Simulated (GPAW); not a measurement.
# HgSe (F-43m) in GPAW: relaxation of cell and atoms with PBE+D4

Aim: the relaxation of cell and atoms of HgSe with PBE+D4.

All numbers are computed with GPAW 26.7.0; they aren't measurements. Logs are shortened: lines on timing, memory, paths and dates and some standing lists are left out, and cuts for length are marked. The log counts tension as positive stress, the text compression.

### Step 1. Starting point

It takes space group F-43m (No. 216, cubic). The conventional cell has a = 6.078 Å, b = 6.078 Å, c = 6.078 Å, α = 90.00°, β = 90.00°, γ = 90.00°. Hg (site symmetry -43m) is surrounded by 4 Se at 2.63 Å. Around Se (site symmetry -43m) lie 4 Hg at 2.63 Å.

### Step 2. Relaxation of cell and atoms, PBE+D4

Input file run.py:

```python
from ase import Atoms
from ase.calculators.mixing import SumCalculator
from ase.filters import FrechetCellFilter
from ase.io import write
from ase.optimize import FIRE
from dftd4.ase import DFTD4
from gpaw import GPAW, PW

atoms = Atoms(['Hg', 'Se'],
              cell=[[0.0, 3.039, 3.039],
                    [3.039, 0.0, 3.039],
                    [3.039, 3.039, 0.0]],
              scaled_positions=[[0.0, 0.0, 0.0],
                                [0.75, 0.75, 0.75]],
              pbc=True)

calc = GPAW(mode=PW(600),
            xc='PBE',
            kpts={'size': (8, 8, 8), 'gamma': True},
            occupations={'name': 'fermi-dirac', 'width': 0.05},
            nbands=18,
            convergence={'density': 1e-05, 'forces': 0.0001},
            maxiter=150,
            txt='gpaw.txt')
atoms.calc = SumCalculator([calc, DFTD4(method='pbe')])
opt = FIRE(FrechetCellFilter(atoms), trajectory='relax.traj', logfile='-')
done = opt.run(fmax=0.05, steps=40)
calc.write('gs.gpw')
write('result.traj', atoms)
print('Converged:', done)
print('Cell:', atoms.cell.cellpar().round(4))
print('Volume:', round(atoms.get_volume(), 4))
print(atoms.get_scaled_positions().round(5))
```

Potentials or basis: GPAW PAW data sets (gpaw-data 1.2.1), pw.

Started as:

```bash
OMP_NUM_THREADS=1 python run.py
```

gpaw.txt:

```text
__  _  _
 | _ |_)|_||  |
 |__||  | ||/\| - 26.7.0

Input parameters:
  mode=PW(ecut=600.0),
  convergence={'density': 1e-05, 'forces': 0.0001},
  kpts=MonkhorstPack(size=(8, 8, 8), gamma=True),
  maxiter=150,
  nbands=18,
  occupations=Occupations(name='fermi-dirac', width=0.05),
  xc=XC(name='PBE')

Diagonalizing LCAO Hamiltonian
Converting LCAO to pw mode

                     Se

       Hg

Atoms  # Å, Bohr magnetons
|   | symbol |        x |        y |        z |    initial magnetic moments |
|---|--------|----------|----------|----------|-----------------------------|
| 0 |     Hg | 0.000000 | 0.000000 | 0.000000 | ( 0.0000,  0.0000,  0.0000) |
| 1 |     Se | 4.558500 | 4.558500 | 4.558500 | ( 0.0000,  0.0000,  0.0000) |

Unit cell  # Å
| periodic |        x |        y |        z |  lengths |    angles |
|----------|----------|----------|----------|----------|-----------|
|      yes | 0.000000 | 3.039000 | 3.039000 | 4.297795 | 60.000000 |
|      yes | 3.039000 | 0.000000 | 3.039000 | 4.297795 | 60.000000 |
|      yes | 3.039000 | 3.039000 | 0.000000 | 4.297795 | 60.000000 |

Number of symmetries: 24
Symmetry operations  # r_c * U_cc + t_c -> r_c
|    | kind |            matrix            |
|----|------|------------------------------|
|  0 |  E   |  1, 0, 0,  0, 1, 0,  0, 0, 1 |
|  1 |  σ   |  1, 0, 0,  0, 0, 1,  0, 1, 0 |
|  2 |  σ   |  1, 0,-1,  0, 1,-1,  0, 0,-1 |
|  3 |  C3  |  1, 0,-1,  0, 0,-1,  0, 1,-1 |
|  4 |  C3  |  1,-1, 0,  0,-1, 1,  0,-1, 0 |
|  5 |  σ   |  1,-1, 0,  0,-1, 0,  0,-1, 1 |
|  6 |  σ   |  0, 1, 0,  1, 0, 0,  0, 0, 1 |
|  7 |  C3  |  0, 1, 0,  0, 0, 1,  1, 0, 0 |
|  8 |  C2  |  0, 1,-1,  1, 0,-1,  0, 0,-1 |
|  9 |  S4  |  0, 1,-1,  0, 0,-1,  1, 0,-1 |
| 10 |  C3  |  0, 0, 1,  1, 0, 0,  0, 1, 0 |
| 11 |  σ   |  0, 0, 1,  0, 1, 0,  1, 0, 0 |
| 12 |  S4  |  0, 0,-1,  1, 0,-1,  0, 1,-1 |
| 13 |  C3  |  0, 0,-1,  0, 1,-1,  1, 0,-1 |
| 14 |  S4  |  0,-1, 1,  1,-1, 0,  0,-1, 0 |
| 15 |  C2  |  0,-1, 1,  0,-1, 0,  1,-1, 0 |
| 16 |  C3  |  0,-1, 0,  1,-1, 0,  0,-1, 1 |
| 17 |  S4  |  0,-1, 0,  0,-1, 1,  1,-1, 0 |
| 18 |  S4  | -1, 1, 0, -1, 0, 1, -1, 0, 0 |
| 19 |  C3  | -1, 1, 0, -1, 0, 0, -1, 0, 1 |
| 20 |  C3  | -1, 0, 1, -1, 1, 0, -1, 0, 0 |
| 21 |  S4  | -1, 0, 1, -1, 0, 0, -1, 1, 0 |
| 22 |  σ   | -1, 0, 0, -1, 1, 0, -1, 0, 1 |
| 23 |  C2  | -1, 0, 0, -1, 0, 1, -1, 1, 0 |
[... 189 lines left out ...]
Stress tensor  # eV/Ang^3
|         x |         y |         z |
|-----------|-----------|-----------|
| -0.031695 | -0.000000 | -0.000000 |
| -0.000000 | -0.031695 |  0.000000 |
| -0.000000 |  0.000000 | -0.031695 |

Forces  # eV/Ang
|        x |        y |        z |
|----------|----------|----------|
|  0.00000 |  0.00000 | -0.00000 |  # Hg   0
| -0.00000 | -0.00000 | -0.00000 |  # Se   1

Diagonalizing LCAO Hamiltonian
Converting LCAO to pw mode

                     Se

       Hg

Atoms  # Å, Bohr magnetons
|   | symbol |        x |        y |        z |    initial magnetic moments |
|---|--------|----------|----------|----------|-----------------------------|
| 0 |     Hg | 0.000000 | 0.000000 | 0.000000 | ( 0.0000,  0.0000,  0.0000) |
| 1 |     Se | 4.570115 | 4.570115 | 4.570115 | ( 0.0000,  0.0000,  0.0000) |

Unit cell  # Å
| periodic |         x |         y |         z |  lengths |    angles |
|----------|-----------|-----------|-----------|----------|-----------|
|      yes | -0.000000 |  3.046743 |  3.046743 | 4.308746 | 60.000004 |
|      yes |  3.046743 | -0.000000 |  3.046743 | 4.308746 | 60.000004 |
|      yes |  3.046743 |  3.046743 | -0.000000 | 4.308746 | 60.000004 |

Number of symmetries: 6
Symmetry operations  # r_c * U_cc + t_c -> r_c
|   | kind |            matrix            |
|---|------|------------------------------|
| 0 |  E   |  1, 0, 0,  0, 1, 0,  0, 0, 1 |
| 1 |  σ   |  1, 0, 0,  0, 0, 1,  0, 1, 0 |
| 2 |  σ   |  0, 1, 0,  1, 0, 0,  0, 0, 1 |
| 3 |  C3  |  0, 1, 0,  0, 0, 1,  1, 0, 0 |
| 4 |  C3  |  0, 0, 1,  1, 0, 0,  0, 1, 0 |
| 5 |  σ   |  0, 0, 1,  0, 1, 0,  1, 0, 0 |

BZ-sampling:
  Number of BZ points: 512
  Number of IBZ points: 65
[... 200 lines left out ...]
                     Se

       Hg

Atoms  # Å, Bohr magnetons
|   | symbol |        x |        y |        z |    initial magnetic moments |
|---|--------|----------|----------|----------|-----------------------------|
| 0 |     Hg | 0.000000 | 0.000000 | 0.000000 | ( 0.0000,  0.0000,  0.0000) |
| 1 |     Se | 4.591612 | 4.591612 | 4.591612 | ( 0.0000,  0.0000,  0.0000) |

Unit cell  # Å
| periodic |         x |         y |         z |  lengths |    angles |
|----------|-----------|-----------|-----------|----------|-----------|
|      yes | -0.000000 |  3.061075 |  3.061075 | 4.329014 | 60.000000 |
|      yes |  3.061075 | -0.000000 |  3.061075 | 4.329014 | 60.000000 |
|      yes |  3.061075 |  3.061075 | -0.000000 | 4.329014 | 60.000000 |

Number of symmetries: 6
Symmetry operations  # r_c * U_cc + t_c -> r_c
|   | kind |            matrix            |
|---|------|------------------------------|
| 0 |  E   |  1, 0, 0,  0, 1, 0,  0, 0, 1 |
| 1 |  σ   |  1, 0, 0,  0, 0, 1,  0, 1, 0 |
| 2 |  σ   |  0, 1, 0,  1, 0, 0,  0, 0, 1 |
| 3 |  C3  |  0, 1, 0,  0, 0, 1,  1, 0, 0 |
| 4 |  C3  |  0, 0, 1,  1, 0, 0,  0, 1, 0 |
| 5 |  σ   |  0, 0, 1,  0, 1, 0,  1, 0, 0 |

BZ-sampling:
  Number of BZ points: 512
  Number of IBZ points: 65
[... 1552 lines left out ...]
Stress tensor  # eV/Ang^3
|         x |         y |         z |
|-----------|-----------|-----------|
| -0.010579 | -0.000001 | -0.000001 |
| -0.000001 | -0.010579 | -0.000001 |
| -0.000001 | -0.000001 | -0.010579 |

Forces  # eV/Ang
|        x |        y |        z |
|----------|----------|----------|
| -0.00000 | -0.00000 | -0.00000 |  # Hg   0
|  0.00000 |  0.00000 |  0.00000 |  # Se   1

# Writing to gs.gpw (mode='')
```

stdout:

```text
Step          Energy          fmax
FIRE:    0       -5.511827        0.508961
FIRE:    1       -5.519032        0.429601
FIRE:    2       -5.529210        0.287751
FIRE:    3       -5.536643        0.111087
FIRE:    4       -5.537522        0.070729
FIRE:    5       -5.537557        0.068388
FIRE:    6       -5.537626        0.063804
FIRE:    7       -5.537710        0.057102
FIRE:    8       -5.537806        0.048483
Converged: True
Cell: [ 4.3812  4.3812  4.3812 59.9999 59.9999 59.9999]
Volume: 59.4644
[[0.   0.   0.  ]
 [0.75 0.75 0.75]]
```

Wall time 4.6 min (1 thread of Arm Neoverse V1, shared host); peak memory 0.38 GiB.

Results:

* Free energy: -5.5381 eV
* Relaxed volume: 29.73 Å³/atom
* Relaxed cell: a = 4.381 Å, b = 4.381 Å, c = 4.381 Å, α = 60.00°, β = 60.00°, γ = 60.00°
* Space group after relaxing (to 0.05 Å): F-43m (No. 216)
* Energy gained by relaxing: 13.0 meV/atom
* Ionic steps: 9
* Pressure after relaxing: -0.3 GPa
* Band gap on the k mesh: none (metal or under the smearing width)
* Dispersion energy per atom: -0.327 eV

The path:
| step | energy change (eV) | largest force (eV/Å) | pressure (GPa) | volume (Å³) |
| --- | --- | --- | --- | --- |
| 1 | 0.0000 | 0.0000 | 2.91 | 56.13 |
| 2 | -0.0072 | 0.0000 | 2.43 | 56.56 |
| 3 | -0.0174 | 0.0000 | 1.61 | 57.37 |
| 4 | -0.0248 | 0.0000 | 0.61 | 58.43 |
| 5 | -0.0257 | 0.0000 | -0.38 | 59.61 |
| 6 | -0.0257 | 0.0000 | -0.37 | 59.60 |
| 7 | -0.0258 | 0.0000 | -0.34 | 59.57 |
| 8 | -0.0259 | 0.0000 | -0.31 | 59.52 |
| 9 | -0.0260 | 0.0000 | -0.26 | 59.46 |

Final structure:
```cif
data_structure
_symmetry_space_group_name_H-M 'P 1'
_symmetry_Int_Tables_number 1
_cell_length_a 4.3812
_cell_length_b 4.3812
_cell_length_c 4.3812
_cell_angle_alpha 60.000
_cell_angle_beta 60.000
_cell_angle_gamma 60.000
_cell_volume 59.46
loop_
_atom_site_label
_atom_site_type_symbol
_atom_site_fract_x
_atom_site_fract_y
_atom_site_fract_z
_atom_site_occupancy
Hg1 Hg 0.00000 0.00000 0.00000 1
Se1 Se 0.75000 0.75000 0.75000 1
```

Levels at points of the mesh, in eV from the Fermi level:
| k point | band 9 | band 10 | band 11 | band 12 | band 13 | band 14 |
| --- | --- | --- | --- | --- | --- | --- |
| (0.00, 0.00, 0.00) | -6.39 | -0.95 | -0.06 | -0.06 | -0.06 | 5.52 |
| (0.50, 0.00, 0.00) | -6.09 | -5.13 | -0.93 | -0.93 | 1.14 | 6.23 |
| (0.50, 0.50, 0.00) | -6.05 | -4.83 | -2.13 | -2.13 | 2.76 | 3.07 |
| (0.50, 0.50, 0.50) | -6.09 | -5.13 | -0.93 | -0.93 | 1.14 | 6.23 |

Caveat: later steps reuse the first step's grids; pairwise dispersion overbinds metals, which lowers pressure and volume. Zero-point motion and thermal expansion aren't in these numbers.
